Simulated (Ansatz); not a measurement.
# WS2: the cost of one run

Program: Ansatz 0.2.0. Level of theory: DFT PBEsol without U, plane waves, PAW, no spin–orbit coupling unless a run says so. These are calculated values, not measurements.

**1. The system as given**

Symmetry: R3m, No. 160, trigonal system. Conventional cell: a = 3.158 Å, b = 3.158 Å, c = 18.490 Å, α = 90.00°, β = 90.00°, γ = 120.00°. W (site symmetry 3m) is surrounded by 6 S at 2.39 to 2.42 Å. Around S (site symmetry 3m) lie 3 W at 2.39 Å. Around S (site symmetry 3m) lie 3 W at 2.42 Å.

Coordinates:

```
CELL_PARAMETERS angstrom
1.57900 0.91164 6.16333
-1.57900 0.91164 6.16333
0.00000 -1.82327 6.16333
ATOMIC_POSITIONS crystal
W 0.00000 0.00000 0.00000
S 0.75030 0.75030 0.75030
S 0.58100 0.58100 0.58100
```

Magnetic order typed: ferromagnetic.

An earlier series on this cell reached its lowest free state from «from atoms, symmetry kept, no search», perhaps among other starts (it ended without moments).

**2. Random orbitals: single harmonics, second filling**

File input.yaml:

```yaml
crystal:
  lattice:
    - [1.57900017, 0.91163617, 6.16332915]
    - [-1.57900017, 0.91163617, 6.16332915]
    - [0.0, -1.82327234, 6.16332915]
  atoms:
    - { symbol: W, position: [0.0, 0.0, 0.0], spin: 0.3 }
    - { symbol: S, position: [0.7503, 0.7503, 0.7503] }
    - { symbol: S, position: [0.581, 0.581, 0.581] }
basis:
  ecutwfc: 420
  ecutrho_ratio: 4
kpoints:
  mp_grid: { grid: [7, 7, 7] }
hamiltonian:
  xc: pbesol
  hubbard:
    sites:
      - { site: 0, l: d, u_eff: 0.0, starting_ns: [{ spin: up, occupation_matrix: s0up }, { spin: down, occupation_matrix: s0down }] }
    occupation_matrices:
      s0up:
        matrix:
          - [0.02, 0.0, 0.0, 0.0, 0.0]
          - [0.0, 0.02, 0.0, 0.0, 0.0]
          - [0.0, 0.0, 0.02, 0.0, 0.0]
          - [0.0, 0.0, 0.0, 0.97, 0.0]
          - [0.0, 0.0, 0.0, 0.0, 0.02]
      s0down:
        matrix:
          - [0.02, 0.0, 0.0, 0.0, 0.0]
          - [0.0, 0.02, 0.0, 0.0, 0.0]
          - [0.0, 0.0, 0.97, 0.0, 0.0]
          - [0.0, 0.0, 0.0, 0.02, 0.0]
          - [0.0, 0.0, 0.0, 0.0, 0.02]
    ns_hold: { iters: 12 }
scf:
  occupations: { method: gaussian, width: 0.05 }
  lower_state_search: "off"
  max_iter: 150
output:
  forces: true
  stress: true
  eigenvalues: true
  populations: true
  hubbard: { sites: [{ site: 0, l: d }] }
magnetization:
  spin_polarized: true
```

The typed matrices put 0.97 on the chosen orbitals and 0.02 on the others, and are held for 12 cycles.

Launch:

```console
$ ansatz run input.yaml --threads 2 --pin off --max-ram 3072MiB --backend cpu --events-out ev --progress --plain --runs-dir out
```

What time and memory should one allow on 2 threads of Intel Xeon Platinum 8488C (Sapphire Rapids), shared host?

About 29 s, with a peak of 0.65 GiB.
